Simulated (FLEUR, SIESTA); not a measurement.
A SIESTA input for a self-consistent single point of GeTe (R3m, 2 atoms in the cell) (DFT, LDA PW92, numerical atomic orbitals DZP, PseudoDojo LDA standard norm-conserving potentials (rewritten from UPF to PSML)):

```
# files in the folder: Ge.psml Te.psml (PseudoDojo LDA standard)
SystemName  GeTe
SystemLabel siesta

NumberOfAtoms                2
NumberOfSpecies              2
%block ChemicalSpeciesLabel
  1 32 Ge
  2 52 Te
%endblock ChemicalSpeciesLabel
LatticeConstant              1.0 Bohr
%block LatticeVectors
     3.908941952    2.256828101    6.866144129
    -3.908941952    2.256828101    6.866144129
     0.000000000   -4.513658092    6.866144129
%endblock LatticeVectors
AtomicCoordinatesFormat      ScaledCartesian
%block AtomicCoordinatesAndAtomicSpecies
    -0.000000000   -0.000001875   20.438382568  1
     0.000000000   -0.000000999   10.891977283  2
%endblock AtomicCoordinatesAndAtomicSpecies

XC.functional                LDA
XC.authors                   PW92
PAO.BasisSize                DZP
PAO.EnergyShift              0.01 Ry
MeshCutoff                   350 Ry
%block kgrid.MonkhorstPack
    8   0   0  0.0
    0   8   0  0.0
    0   0   8  0.0
%endblock kgrid.MonkhorstPack
OccupationFunction           FD
ElectronicTemperature        10 K

MaxSCFIterations             150
SCF.Mixer.Method             Pulay
SCF.Mixer.Weight             0.1
SCF.Mixer.History            8
SCF.DM.Tolerance             1.0E-04
Diag.ParallelOverK           true
WriteForces                  true
```

### Question
Give the FLEUR input for the same structure, mesh, smearing and functional.

### Answer
One input that does it (others would too):

Input of the input generator:

```
GeTe FLAPW
&input film=f /
3.9089419892 2.2568282797 6.8661442706
-3.9089419892 2.2568282797 6.8661442706
-0.0000000000 -4.5136578495 6.8661438466
1.0
1.0 1.0 1.0

2
32 0.9922300000 0.9922300000 0.9922300000
52 0.5287770000 0.5287770000 0.5287770000

&comp jspins=1 /
&exco xctyp='pz' /
&kpt div1=8 div2=8 div3=8 gamma=t /
&end /
```

```xml
<?xml version="1.0" encoding="UTF-8" standalone="no"?>
<fleurInput fleurInputVersion="0.39">
   <comment>
      GeTe FLAPW                                                                                          
   </comment>
   <calculationSetup>
      <cutoffs Kmax="4.1" Gmax="12.3" GmaxXC="12.3" numbands="0"/>
      <scfLoop itmax="100" minDistance="0.00001" maxIterBroyd="15" imix="Anderson" alpha="0.05" precondParam="0.0" spinf="2.0"/>
      <coreElectrons ctail="T" frcor="F" kcrel="0" coretail_lmax="0"/>
      <xcFunctional name="pz" relativisticCorrections="F"/>
      <magnetism jspins="1"/>
      <soc l_soc="F" theta="0.0" phi="0.0" spav="F"/>
      <expertModes spex="0" secvar="F"/>
      <geometryOptimization l_f="T" forcealpha="1.0" forcemix="BFGS" epsdisp="0.00001" epsforce="0.00001"/>
      <ldaU l_linMix="F" mixParam="0.05" spinf="1.0"/>
   </calculationSetup>
   <cell>
      <bzIntegration valenceElectrons="30.0" mode="hist" fermiSmearingEnergy="0.0001">
         <kPointListSelection listName="default-1"/>
         <!-- k-points included here -->
         <xi:include xmlns:xi="http://www.w3.org/2001/XInclude" href="kpts.xml"> </xi:include>
      </bzIntegration>
      <!-- symmetry operations included here -->
      <xi:include xmlns:xi="http://www.w3.org/2001/XInclude" href="sym.xml"> </xi:include>
      <bulkLattice scale="1.0">
         <bravaisMatrix>
            <row-1>    3.9089419892000001     2.2568282797000001     6.8661442706000004</row-1>
            <row-2>   -3.9089419892000001     2.2568282797000001     6.8661442706000004</row-2>
            <row-3>    0.0000000000000000    -4.5136578495000004     6.8661438466000000</row-3>
         </bravaisMatrix>
      </bulkLattice>
   </cell>
   <atomSpecies>
      <species name="Germanium (Ge)" element="Ge" atomicNumber="32">
         <mtSphere radius="2.45" gridPoints="847" logIncrement="0.015"/>
         <atomicCutoffs lmax="10" lnonsphr="8"/>
         <electronConfig flipSpins="F">
            <coreConfig>(1s1/2) (2s1/2) (2p1/2) (2p3/2) (3s1/2) (3p1/2) (3p3/2)</coreConfig>
            <valenceConfig>(4s1/2) (3d3/2) (3d5/2) (4p1/2) (4p3/2)</valenceConfig>
            <stateOccupation state="(4p1/2)" spinUp="0.3333333333333" spinDown="0.3333333333333"/>
            <stateOccupation state="(4p3/2)" spinUp="0.6666666666667" spinDown="0.6666666666667"/>
         </electronConfig>
         <energyParameters s="4" p="4" d="3" f="4"/>
         <lo type="HELO" l="2" n="4" eDeriv="0"/>
      </species>
      <species name="Tellurium (Te)" element="Te" atomicNumber="52">
         <mtSphere radius="2.45" gridPoints="847" logIncrement="0.015"/>
         <atomicCutoffs lmax="10" lnonsphr="8"/>
         <electronConfig flipSpins="F">
            <coreConfig>(1s1/2) (2s1/2) (2p1/2) (2p3/2) (3s1/2) (3p1/2) (3p3/2) (4s1/2) (3d3/2) (3d5/2) (4p1/2) (4p3/2)</coreConfig>
            <valenceConfig>(5s1/2) (4d3/2) (4d5/2) (5p1/2) (5p3/2)</valenceConfig>
            <stateOccupation state="(5p1/2)" spinUp="0.6666666666667" spinDown="0.6666666666667"/>
            <stateOccupation state="(5p3/2)" spinUp="1.3333333333333" spinDown="1.3333333333333"/>
         </electronConfig>
         <energyParameters s="5" p="5" d="5" f="4"/>
         <lo type="SCLO" l="2" n="4" eDeriv="0"/>
      </species>
   </atomSpecies>
   <atomGroups>
      <atomGroup species="Germanium (Ge)">
         <relPos label="                   1">-.0077700000 -.0077700000 -.0077700000</relPos>
         <force calculate="T" relaxXYZ="TTT"/>
      </atomGroup>
      <atomGroup species="Tellurium (Te)">
         <relPos label="                   2">-.4712230000 -.4712230000 -.4712230000</relPos>
         <force calculate="T" relaxXYZ="TTT"/>
      </atomGroup>
   </atomGroups>
   <output dos="F" band="F" slice="F">
      <checks vchk="F" cdinf="F"/>
      <bandDOS minEnergy="-.5*Htr" maxEnergy="0.5*Htr" sigma="0.015" storeEVData="T"/>
      <vacuumDOS vacdos="F" integ="F" star="F" nstars="0" locx1="0.0" locy1="0.0" locx2="0.0" locy2="0.0" nstm="0" tworkf="0.0"/>
      <unfoldingBand unfoldBand="F" supercellX="1" supercellY="1" supercellZ="1"/>
      <plotting iplot="0" polar="F">
         <plot TwoD="T" vec1="  1.0  0.0  0.0" vec2="  0.0  1.0  0.0" vec3="  0.0  0.0  1.0" zero="  0.0  0.0  0.0" file="plot"/>
      </plotting>
      <chargeDensitySlicing numkpt="0" minEigenval="0.0" maxEigenval="0.0" nnne="0" pallst="F"/>
      <specialOutput eonly="F"/>
      <magneticCircularDichroism mcd="F" energyLo="-10.0" energyUp="0.0"/>
   </output>
  <!-- We include the file relax.xml here to enable relaxations (see documentation) -->
  <xi:include xmlns:xi="http://www.w3.org/2001/XInclude" href="relax.xml"> <xi:fallback/> </xi:include>
</fleurInput>
```

Basis settings and potentials, where a program has them, do not carry over. This input uses DFT, LDA (Perdew-Zunger), all-electron FLAPW (FLEUR), scalar-relativistic valence. LDA parametrisations can differ slightly between programs.

The starting cell comes from a database of computed structures (which also holds hypothetical and non-ambient phases and stackings), without a prior relaxation at this level. Its lattice was rescaled by a random factor within 2.5 % of one.
